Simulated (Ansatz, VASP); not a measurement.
# One calculation of CaF2, two programs

File POSCAR:

```
CaF2
1.0
    0.0000000000      2.7312500000      2.7312500000
    2.7312500000      0.0000000000      2.7312500000
    2.7312500000      2.7312500000      0.0000000000
Ca F
1 2
Direct
    0.0000000000      0.0000000000      0.0000000000
    0.2500000000      0.2500000000      0.2500000000
    0.7500000000      0.7500000000      0.7500000000
```

The input INCAR.step1:

```
ALGO     = Normal         # electronic algorithm
EDIFF    = 1E-4           # SCF threshold, eV
ENCUT    = 520            # plane-wave cutoff, eV
GGA      = PE             # functional
ISMEAR   = 0              # smearing method
LASPH    = T              # aspherical terms in the spheres
LCHARG   = F              # write CHGCAR
LREAL    = F              # projectors in reciprocal space
LWAVE    = T              # write WAVECAR
NBANDS   = 19             # bands
NELM     = 60             # most SCF steps
PREC     = Accurate       # precision mode
SIGMA    = 0.1            # smearing width, eV
```

File INCAR.step2:

```
ALGO     = Normal         # electronic algorithm
EDIFF    = 1E-6           # SCF threshold, eV
ENCUT    = 520            # plane-wave cutoff, eV
ISIF     = 2              # what is computed and relaxed
ISMEAR   = 0              # smearing method
ISTART   = 1            
LASPH    = T              # aspherical terms in the spheres
LCHARG   = F              # write CHGCAR
LMIXTAU  = T            
LREAL    = F              # projectors in reciprocal space
LWAVE    = F              # write WAVECAR
METAGGA  = R2SCAN         # meta-GGA
NBANDS   = 19             # bands
NELM     = 60             # most SCF steps
PREC     = Accurate       # precision mode
SIGMA    = 0.1            # smearing width, eV
```

Contents of KPOINTS:

```
k-points
0
Gamma
  6 6 6
```

Input for Ansatz:

```yaml
crystal:
  lattice:
    - [0.0, 2.73125, 2.73125]
    - [2.73125, 0.0, 2.73125]
    - [2.73125, 2.73125, 0.0]
  atoms:
    - { symbol: Ca, position: [0.0, 0.0, 0.0] }
    - { symbol: F, position: [0.25, 0.25, 0.25] }
    - { symbol: F, position: [0.75, 0.75, 0.75] }
basis:
  ecutwfc: 500
kpoints:
  mp_grid: { grid: [6, 6, 6] }
hamiltonian:
  xc: r2scan
scf:
  occupations: { method: gaussian, width: 0.1 }
output:
  forces: true
  stress: true
  eigenvalues: true
```

Alike in both runs: task single point; functional r2SCAN; k mesh 6 × 6 × 6; occupations gaussian, width 0.1 eV; no spin polarisation.

```csv
,VASP,Ansatz
version,VASP 6.6.1,Ansatz 0.2.0
potentials or method,"VASP PAW PBE potentials, release 64 (Ca_sv, F)","scalar-relativistic, plane waves, PAW"
plane-wave cutoff (eV),520,500
valence electrons in the cell,24,24
```

```tsv
	VASP	Ansatz	Ansatz less VASP
gap on the k mesh at the Fermi level (eV)	7.94	7.95	+0.010
least direct gap on the mesh (eV)	8.20	8.21	+0.011
pressure (GPa)	-0.6	-1.1	-0.56
```

Caveats: the PAW data sets were made with another functional, which shifts forces and pressure a little (VASP). r2SCAN opens gaps a little over a GGA but as a rule still falls short of measured ones. A k mesh can miss the band edges.
